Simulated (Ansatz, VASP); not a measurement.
## Ba: VASP beside Ansatz

```xyz
1
Lattice="3.9996 0.0000 0.0000 0.0000 3.9996 0.0000 0.0000 0.0000 3.6055" Properties=species:S:1:pos:R:3 pbc="T T T"
Ba    1.9998    1.9998    1.8028
```

This isn't the form of Ba at room conditions, which is bcc.

Alike in both runs: task single point; functional PBEsol; k mesh 14 × 14 × 14; occupations gaussian, width 0.15 eV; no spin polarisation.

|  | VASP | Ansatz |
| --- | --- | --- |
| version | VASP 6.6.1 | Ansatz 0.2.0 |
| potentials or method | VASP PAW PBE potentials, release 64 (Ba_sv) | scalar-relativistic, plane waves, PAW |
| plane-wave cutoff (eV) | 520 | 420 |
| valence electrons in the cell | 10 | 10 |

|  | VASP | Ansatz | Ansatz less VASP |
| --- | --- | --- | --- |
| gap on the k mesh at the Fermi level (eV) | none | none | - |
| pressure (GPa) | 0.0 | -0.2 | -0.19 |
| largest component of the traceless stress (GPa) | 2.57 | 2.46 | -0.117 |

A gap of «none» marks a metal or a gap that the smearing closes.

Caveats: the PAW data sets were made with another functional, which shifts forces and pressure a little (VASP). The runs have no spin-orbit coupling, so splittings on Ba are missing.
